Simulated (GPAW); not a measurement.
# ZnSe (Stilleite) (F-43m) in GPAW: a series of runs, part 2 of 3

GPAW 26.7.0. The steps go on from the part before.

**4. Equation of state, RPBE+D3(BJ)**

File run.py:

```python
import spglib
from ase import Atoms
from ase.calculators.mixing import SumCalculator
from ase.eos import EquationOfState
from ase.io import Trajectory, read
from ase.units import GPa
from dftd3.ase import DFTD3
from gpaw import GPAW, PW

atoms = read('ZnSe.cif')
cell, positions, numbers = spglib.find_primitive(
    (atoms.cell[:], atoms.get_scaled_positions(), atoms.numbers), symprec=1e-4)
atoms = Atoms(numbers, cell=cell, scaled_positions=positions, pbc=True)

traj = Trajectory('eos.traj', 'w')
volumes, energies = [], []
for x in [0.94, 0.96, 0.98, 1.0, 1.02, 1.04, 1.06]:
    a = atoms.copy()
    a.set_cell(atoms.cell * x**(1 / 3), scale_atoms=True)
    calc = GPAW(mode=PW(600),
                xc='RPBE',
                kpts={'size': (7, 7, 7), 'gamma': True},
                occupations={'name': 'fermi-dirac', 'width': 0.05},
                nbands=18,
                convergence={'density': 1e-05, 'energy': 1e-05},
                maxiter=150,
                txt=f'eos-{x:.2f}.txt')
    a.calc = SumCalculator([calc, DFTD3(method='rpbe', damping='d3bj')])
    energies.append(a.get_potential_energy())
    volumes.append(a.get_volume())
    p = -a.get_stress()[:3].mean() / GPa
    calc.write(f'eos-{x:.2f}.gpw')
    traj.write(a)
    print(f'{x:.2f} {volumes[-1]:10.4f} A^3 {energies[-1]:14.6f} eV {p:9.3f} GPa', flush=True)

v0, e0, B = EquationOfState(volumes, energies, eos='birchmurnaghan').fit()
print(f'V0 = {v0:.4f} A^3, E0 = {e0:.6f} eV, B0 = {B / GPa:.2f} GPa')
```

File ZnSe.cif:

```cif
data_ZnSe
_cell_length_a 5.66760000
_cell_length_b 5.66760000
_cell_length_c 5.66760000
_cell_angle_alpha 90.00000000
_cell_angle_beta 90.00000000
_cell_angle_gamma 90.00000000
_space_group_name_H-M_alt 'F-43m'
_space_group_name_Hall 'F -4 2 3'
_space_group_IT_number 216
loop_
_space_group_symop_operation_xyz
'x,y,z'
'y,-x,-z'
'-x,-y,z'
'-y,x,-z'
'x,-y,-z'
'y,x,z'
'-x,y,-z'
'-y,-x,z'
'z,x,y'
'-z,y,-x'
'z,-x,-y'
'-z,-y,x'
'-z,x,-y'
'z,y,x'
'-z,-x,y'
'z,-y,-x'
'y,z,x'
'-x,-z,y'
'-y,z,-x'
'x,-z,-y'
'-y,-z,x'
'x,z,y'
'y,-z,-x'
'-x,z,-y'
'x,y+1/2,z+1/2'
'y,-x+1/2,-z+1/2'
'-x,-y+1/2,z+1/2'
'-y,x+1/2,-z+1/2'
'x,-y+1/2,-z+1/2'
'y,x+1/2,z+1/2'
'-x,y+1/2,-z+1/2'
'-y,-x+1/2,z+1/2'
'z,x+1/2,y+1/2'
'-z,y+1/2,-x+1/2'
'z,-x+1/2,-y+1/2'
'-z,-y+1/2,x+1/2'
'-z,x+1/2,-y+1/2'
'z,y+1/2,x+1/2'
'-z,-x+1/2,y+1/2'
'z,-y+1/2,-x+1/2'
'y,z+1/2,x+1/2'
'-x,-z+1/2,y+1/2'
'-y,z+1/2,-x+1/2'
'x,-z+1/2,-y+1/2'
'-y,-z+1/2,x+1/2'
'x,z+1/2,y+1/2'
'y,-z+1/2,-x+1/2'
'-x,z+1/2,-y+1/2'
'x+1/2,y,z+1/2'
'y+1/2,-x,-z+1/2'
'-x+1/2,-y,z+1/2'
'-y+1/2,x,-z+1/2'
'x+1/2,-y,-z+1/2'
'y+1/2,x,z+1/2'
'-x+1/2,y,-z+1/2'
'-y+1/2,-x,z+1/2'
'z+1/2,x,y+1/2'
'-z+1/2,y,-x+1/2'
'z+1/2,-x,-y+1/2'
'-z+1/2,-y,x+1/2'
'-z+1/2,x,-y+1/2'
'z+1/2,y,x+1/2'
'-z+1/2,-x,y+1/2'
'z+1/2,-y,-x+1/2'
'y+1/2,z,x+1/2'
'-x+1/2,-z,y+1/2'
'-y+1/2,z,-x+1/2'
'x+1/2,-z,-y+1/2'
'-y+1/2,-z,x+1/2'
'x+1/2,z,y+1/2'
'y+1/2,-z,-x+1/2'
'-x+1/2,z,-y+1/2'
'x+1/2,y+1/2,z'
'y+1/2,-x+1/2,-z'
'-x+1/2,-y+1/2,z'
'-y+1/2,x+1/2,-z'
'x+1/2,-y+1/2,-z'
'y+1/2,x+1/2,z'
'-x+1/2,y+1/2,-z'
'-y+1/2,-x+1/2,z'
'z+1/2,x+1/2,y'
'-z+1/2,y+1/2,-x'
'z+1/2,-x+1/2,-y'
'-z+1/2,-y+1/2,x'
'-z+1/2,x+1/2,-y'
'z+1/2,y+1/2,x'
'-z+1/2,-x+1/2,y'
'z+1/2,-y+1/2,-x'
'y+1/2,z+1/2,x'
'-x+1/2,-z+1/2,y'
'-y+1/2,z+1/2,-x'
'x+1/2,-z+1/2,-y'
'-y+1/2,-z+1/2,x'
'x+1/2,z+1/2,y'
'y+1/2,-z+1/2,-x'
'-x+1/2,z+1/2,-y'
loop_
_atom_site_label
_atom_site_type_symbol
_atom_site_symmetry_multiplicity
_atom_site_Wyckoff_symbol
_atom_site_fract_x
_atom_site_fract_y
_atom_site_fract_z
_atom_site_occupancy
Se1 Se 4 c 0.2500000000 0.2500000000 0.2500000000 1
Zn1 Zn 4 a 0.0000000000 0.0000000000 0.0000000000 1
```

Potentials or basis: the program's PAW data sets (release 1.2.1) made for this functional, pw.

Started as:

```bash
> OMP_NUM_THREADS=1 python run.py
```

The log of the run:

```text
__  _  _
 | _ |_)|_||  |
 |__||  | ||/\| - 26.7.0

Input parameters:
  mode=PW(ecut=600.0),
  convergence={'density': 1e-05, 'energy': 1e-05},
  kpts=MonkhorstPack(size=(7, 7, 7), gamma=True),
  maxiter=150,
  nbands=18,
  occupations=Occupations(name='fermi-dirac', width=0.05),
  xc=XC(name='RPBE')

Diagonalizing LCAO Hamiltonian
Converting LCAO to pw mode

           Se

       Zn

Atoms  # Å, Bohr magnetons
|   | symbol |        x |        y |        z |    initial magnetic moments |
|---|--------|----------|----------|----------|-----------------------------|
| 0 |     Se | 1.387976 | 1.387976 | 1.387976 | ( 0.0000,  0.0000,  0.0000) |
| 1 |     Zn | 0.000000 | 0.000000 | 0.000000 | ( 0.0000,  0.0000,  0.0000) |

Unit cell  # Å
| periodic |        x |        y |        z |  lengths |    angles |
|----------|----------|----------|----------|----------|-----------|
|      yes | 0.000000 | 2.775951 | 2.775951 | 3.925788 | 60.000000 |
|      yes | 2.775951 | 0.000000 | 2.775951 | 3.925788 | 60.000000 |
|      yes | 2.775951 | 2.775951 | 0.000000 | 3.925788 | 60.000000 |

Number of symmetries: 24
Symmetry operations  # r_c * U_cc + t_c -> r_c
|    | kind |            matrix            |
|----|------|------------------------------|
|  0 |  E   |  1, 0, 0,  0, 1, 0,  0, 0, 1 |
|  1 |  σ   |  1, 0, 0,  0, 0, 1,  0, 1, 0 |
|  2 |  σ   |  1, 0,-1,  0, 1,-1,  0, 0,-1 |
|  3 |  C3  |  1, 0,-1,  0, 0,-1,  0, 1,-1 |
|  4 |  C3  |  1,-1, 0,  0,-1, 1,  0,-1, 0 |
|  5 |  σ   |  1,-1, 0,  0,-1, 0,  0,-1, 1 |
|  6 |  σ   |  0, 1, 0,  1, 0, 0,  0, 0, 1 |
|  7 |  C3  |  0, 1, 0,  0, 0, 1,  1, 0, 0 |
|  8 |  C2  |  0, 1,-1,  1, 0,-1,  0, 0,-1 |
[... 142 lines left out ...]
- Maximum integral of absolute [dens]ity change: 1e-05 electrons / valence electron
- Maximum [total energy] change in last 3 cyles: 1e-05 eV / valence electron
- Maximum integral of absolute [eigenst]ate change: 4e-08 eV^2 / valence electron
maximum number of iterations: 150

SCF iterations
|iter     | |      energy | eigst |  dens |
|---------|-|-------------|-------|-------|
|iter:   1| |   -5.511218 | -0.17 |       |
|iter:   2| |   -5.455592 | -2.20 | -1.23 |
|iter:   3| |   -5.282081 | -1.65 | -1.28 |
|iter:   4| |   -5.287087 | -2.57 | -1.82 |
|iter:   5| |   -5.289599 | -3.49 | -2.28 |
|iter:   6| |   -5.289736 | -4.12 | -2.86 |
|iter:   7| |   -5.289801 | -4.59 | -3.37 |
|iter:   8| |   -5.289807c| -5.37 | -3.92 |
|iter:   9| |   -5.289807c| -7.60c| -4.79 |
|iter:  10| |   -5.289807c| -7.56c| -5.25c|

Converged in 10 steps
Energy contributions relative to reference atoms: (reference = -114977.003845)

Energy contributions:
  Kinetic:          17.933045
  Coulomb:         -14.854598
  Zero:             -0.053156
  External:          0.000000
  Xc:               -8.315098
  Entropy:          -0.000000
  Spinorbit:         0.000000
  ----------------------------
  Free energy:      -5.289807
  Extrapolated:     -5.289807

dipole moment: (-14.243980, -14.243980, -14.243980)  # |e|*Ang

Fermi level: 5.556
Eigenvalues  # (at kpt = [0.000, 0.000, 0.000])
| band index |      eig [eV] | occ [0-2] |
|------------|---------------|-----------|
|          0 |        -8.943 |     2.000 |
|          1 |        -2.061 |     2.000 |
|          2 |        -2.061 |     2.000 |
|          3 |        -2.061 |     2.000 |
|          4 |        -1.640 |     2.000 |
|          5 |        -1.640 |     2.000 |
[... 10 lines left out ...]
|         16 |        18.025 |     0.000 |
|         17 |        18.025 |     0.000 |

Gap: 1.716 eV
Transition (v -> c):
  (s=0, k=0, n=8, [0.00, 0.00, 0.00]) -> (s=0, k=0, n=9, [0.00, 0.00, 0.00])
No difference between direct/indirect transitions

Stress tensor  # eV/Ang^3
|         x |         y |         z |
|-----------|-----------|-----------|
| -0.059159 | -0.000000 | -0.000000 |
| -0.000000 | -0.059159 |  0.000000 |
| -0.000000 |  0.000000 | -0.059159 |

# Writing to eos-0.94.gpw (mode='')
```

eos-0.96.txt:

```text
SCF iterations
|iter     | |      energy | eigst |  dens |
|---------|-|-------------|-------|-------|
|iter:   1| |   -5.561967 | -0.15 |       |
|iter:   2| |   -5.506153 | -2.20 | -1.23 |
|iter:   3| |   -5.331451 | -1.64 | -1.27 |
|iter:   4| |   -5.335927 | -2.56 | -1.82 |
|iter:   5| |   -5.338299 | -3.49 | -2.28 |
[... 43 lines left out ...]
|         16 |        17.743 |     0.000 |
|         17 |        17.743 |     0.000 |

Gap: 1.629 eV
Transition (v -> c):
  (s=0, k=0, n=8, [0.00, 0.00, 0.00]) -> (s=0, k=0, n=9, [0.00, 0.00, 0.00])
No difference between direct/indirect transitions

Stress tensor  # eV/Ang^3
|         x |         y |         z |
|-----------|-----------|-----------|
| -0.047751 |  0.000000 | -0.000000 |
|  0.000000 | -0.047751 |  0.000000 |
| -0.000000 |  0.000000 | -0.047751 |

# Writing to eos-0.96.gpw (mode='')
```

Wall time 91 s (1 thread of Arm Neoverse V1, shared host); peak memory 0.25 GiB.

Results:

- Equilibrium volume: 20.89 Å³/atom (rough: see the caveat)
- Bulk modulus: 74 GPa (rough)

Energy against volume, from the lowest point:
```
volume (Å³/atom)  energy (meV/atom)
          21.391               0.00
          21.846               6.65
          22.301              16.88
          22.757              30.32
          23.212              46.58
          23.667              65.38
          24.122              86.45
```

Caveat: the minimum lies outside the volumes run.

**5. Band structure, PBE**

File run.py:

```python
from ase.dft.bandgap import bandgap
from ase.io import read, write
from ase.units import GPa
from gpaw import GPAW, PW, setup_paths

setup_paths.insert(0, '.')

atoms = read('ZnSe.cif')

calc = GPAW(mode=PW(600),
            xc='PBE',
            kpts={'size': (7, 7, 7), 'gamma': True},
            occupations={'name': 'fermi-dirac', 'width': 0.05},
            nbands=18,
            convergence={'density': 1e-05, 'energy': 1e-05},
            maxiter=150,
            txt='gpaw.txt')
atoms.calc = calc
energy = atoms.get_potential_energy()
forces = atoms.get_forces()
stress = atoms.get_stress()
calc.write('gs.gpw')
write('result.traj', atoms)
print(f'Energy: {energy:.6f} eV')
print('Forces (eV/A):')
print(forces.round(4))
print('Stress (GPa):', (stress / GPa).round(3))
print('Fermi level:', round(calc.get_fermi_level(), 4), 'eV')
print(f'Gap: {bandgap(calc)[0]:.4f} eV, direct: {bandgap(calc, direct=True)[0]:.4f} eV')

path = atoms.cell.bandpath('GXWKGLUWLK,UX', npoints=100, eps=1e-4)
bs_calc = calc.fixed_density(kpts=path, symmetry='off', nbands=29,
                             convergence={'bands': 'CBM+6.0', 'eigenstates': 1e-6}, txt='bands.txt')
bs = bs_calc.band_structure()
bs.write('bs.json')
print(f'Gap on the path: {bandgap(bs_calc)[0]:.4f} eV')
```

File ZnSe.cif:

```cif
data_ZnSe
_cell_length_a 4.00759839
_cell_length_b 4.00759839
_cell_length_c 4.00759839
_cell_angle_alpha 60.00000000
_cell_angle_beta 60.00000000
_cell_angle_gamma 60.00000000
_space_group_name_H-M_alt 'P1'
_space_group_name_Hall 'P 1'
_space_group_IT_number 1
loop_
_space_group_symop_operation_xyz
'x,y,z'
loop_
_atom_site_label
_atom_site_type_symbol
_atom_site_symmetry_multiplicity
_atom_site_Wyckoff_symbol
_atom_site_fract_x
_atom_site_fract_y
_atom_site_fract_z
_atom_site_occupancy
Se1 Se 1 a 0.7500000000 0.7500000000 0.7500000000 1
Zn1 Zn 1 a 0.0000000000 0.0000000000 0.0000000000 1
```

Potentials or basis: PAW data sets generated in the run's folder for this functional, pw.

Started as:

```bash
> gpaw-setup -f PBE Se Zn
> OMP_NUM_THREADS=1 python run.py
```

Wall time 67 s (1 thread of Arm Neoverse V1, shared host); peak memory 0.27 GiB.

Results (log left out):

```yaml
Free_energy: -6.0986 eV
Pressure: 2.1 GPa
Band_gap_on_the_k_mesh: 1.30 eV, direct
Band_gap_along_the_path: 1.30 eV, direct
```

Levels at the corners of the path, in eV from the valence-band top:
```csv
point,band 5,band 6,band 7,band 8,band 9,band 10,band 11,band 12,band 13
Γ,-6.15,-6.15,0.00,0.00,0.00,1.30,5.81,5.81,5.81
X,-6.10,-5.97,-4.74,-2.18,-2.18,2.99,3.47,10.73,11.25
W,-6.18,-5.85,-4.68,-2.76,-2.66,5.48,5.56,6.97,7.72
K,-6.13,-5.88,-4.71,-3.08,-1.79,3.59,5.60,9.05,9.27
Γ,-6.15,-6.15,0.00,0.00,0.00,1.30,5.81,5.81,5.81
L,-6.13,-5.99,-5.22,-0.87,-0.87,2.55,6.39,6.39,8.57
U,-6.13,-5.88,-4.71,-3.08,-1.79,3.59,5.60,9.05,9.27
W,-6.18,-5.85,-4.68,-2.76,-2.66,5.48,5.56,6.97,7.72
L,-6.13,-5.99,-5.22,-0.87,-0.87,2.55,6.39,6.39,8.57
K,-6.13,-5.88,-4.71,-3.08,-1.79,3.59,5.60,9.05,9.27
U,-6.13,-5.88,-4.71,-3.08,-1.79,3.59,5.60,9.05,9.27
X,-6.10,-5.97,-4.74,-2.18,-2.18,2.99,3.47,10.73,11.25
```

[end of part 2 of 3]
